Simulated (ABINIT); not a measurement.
CuI:

```
CELL_PARAMETERS angstrom
4.09020 0.00000 0.00000
0.00000 4.09020 0.00000
0.00000 0.00000 6.55146
ATOMIC_POSITIONS crystal
I 0.00000 0.50000 0.74303
I 0.50000 0.00000 0.25697
Cu 0.00000 0.00000 0.00000
Cu 0.50000 0.50000 0.00000
```

Measurements of this composition are mostly on another form, of space group No. 216.

Base run:

| Item | Value |
| --- | --- |
| Program | ABINIT 10.8.3 (patched build) |
| Functional | PBEsol |
| Potentials or basis | PseudoDojo NC SR PBEsol v0.4.1 standard |
| Cutoff | 1252 eV |
| k mesh | 7 × 7 × 4 |
| Occupations | fermi-dirac, width 0.05 eV |
| Spin | no spin polarisation |

Its results: band gap on the k mesh 1.46 eV, direct; pressure -1.5 GPa; largest force 0.185 eV/Å.

**Question.** The run is repeated on the same cell with these changes: functional from PBEsol to r2SCAN; potentials or basis from PseudoDojo NC SR PBEsol v0.4.1 standard to JTH PAW PBE v2.0; cutoff from 1252 eV to 844 eV. What comes out?

**Answer.** Band gap on the k mesh 2.04 eV, direct; pressure 0.6 GPa; largest force 0.116 eV/Å.

Caveats: spin-orbit coupling is left out, which moves the levels of the heavy elements; this functional lacks dispersion, which binds the layers, so the pressure and a relaxed spacing across them are unreliable (some runs); the PAW data sets were made with another functional, which shifts forces and pressure a little (some runs).
